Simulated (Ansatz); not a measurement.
Crystal: TiB2.

```
Ti B
1.0
     3.02920    0.00000    0.00000
    -1.51460    2.62336    0.00000
     0.00000    0.00000    3.22840
Ti B
1 2
Direct
  0.00000 0.00000 0.00000
  0.66667 0.33333 0.50000
  0.33333 0.66667 0.50000
```

Base run:

```yaml
Program: Ansatz 0.2.0
Functional: LDA
Potentials_or_basis: all-electron LAPW, scalar-relativistic
Cutoff: 285 eV (chosen from the basis error)
Basis_error_allowed: 0.002 eV/atom
k_mesh: 10 × 10 × 8
Occupations: fermi-dirac, width 0.05 eV
Spin: no spin polarisation
```

Its results: pressure -11.2 GPa.

Problem. The run is repeated on the same cell with these changes: functional from LDA to PBEsol. What comes out?

Solution. Pressure -5.1 GPa.

PBEsol binds less tightly than LDA, so the same cell stands under more pressure.
